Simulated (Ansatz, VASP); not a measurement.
**One calculation of SrTiO3 (pbesol), two programs**

```
Sr Ti O
1.0
     3.89112    0.00000    0.00000
     0.00000    3.89112    0.00000
     0.00000    0.00000    3.89112
Sr Ti O
1 1 3
Direct
  0.50000 0.50000 0.50000
  0.00000 0.00000 0.00000
  0.50000 0.00000 0.00000
  0.00000 0.50000 0.00000
  0.00000 0.00000 0.50000
```

Alike in both runs: functional PBEsol; k mesh 8 × 8 × 8; occupations gaussian, width 0.02 eV; no spin polarisation.

Ansatz relaxed the structure, and its values are those at the end. VASP's run is a single point on that final structure, the one shown.

```csv
,VASP,Ansatz
version,VASP 6.6.1,Ansatz 0.2.0
potentials or method,"VASP PAW PBE potentials, release 64 (Sr_sv, Ti_sv, O)","scalar-relativistic, plane waves, PAW"
plane-wave cutoff (eV),520,420
valence electrons in the cell,40,40
```

```tsv
	VASP	Ansatz	Ansatz less VASP
gap on the k mesh at the Fermi level (eV)	1.82	1.85	+0.032
least direct gap on the mesh (eV)	2.17	2.19	+0.021
pressure (GPa)	0.7	0.0	-0.68
```

Caveats: the PAW data sets were made with another functional, which shifts forces and pressure a little (VASP). A hybrid or GW would open this gap; PBEsol tends to underestimate it. A k mesh can miss the band edges.
